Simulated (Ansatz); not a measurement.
Crystal: BP.

```
P B
1.0
     0.00000    2.26900    2.26900
     2.26900    0.00000    2.26900
     2.26900    2.26900    0.00000
P B
1 1
Cartesian
  3.4035 3.4035 3.4035
  0.0000 0.0000 0.0000
```

| Property | Result |
| --- | --- |
| Program | Ansatz 0.2.0 |
| Task | relaxation of cell and atoms |
| Functional | RPBE |
| Dispersion | D4 |
| Potentials or basis | Ansatz PAW |
| Cutoff | 420 eV (not typed: the program's choice for these potentials) |
| k mesh | 10 × 10 × 10 |
| Occupations | fermi-dirac, width 0.05 eV |
| Spin | no spin polarisation |

At the start: volume 11.68 Å³/atom.

**Question.** Where does the relaxation end?

**Answer.** It ends after 7 steps and the volume is 11.11 Å³/atom (-4.9 %); space group F-43m (No. 216, to 0.05 Å).

The path:
```csv
step,energy change (eV),largest force (eV/Å),volume (Å³)
1,0.0000,0.0000,23.36
2,-0.0246,0.0000,22.73
3,-0.0313,0.0000,22.18
4,-0.0313,0.0000,22.22
5,-0.0307,0.0000,22.22
6,-0.0307,0.0000,22.21
7,-0.0307,0.0000,22.21
```

Final structure:
```
P B
1.0
     0.00000    2.23109    2.23109
     2.23109    0.00000    2.23109
     2.23109    2.23109    0.00000
P B
1 1
Cartesian
  3.3466 3.3466 3.3466
  0.0000 0.0000 0.0000
```

Caveat: the plane-wave basis is chosen anew once the cell has moved, so the energies of steps on either side of that aren't comparable; the PAW data sets come from PBE, with cores solved anew for the run's functional, which leaves a small shift of forces and pressure.
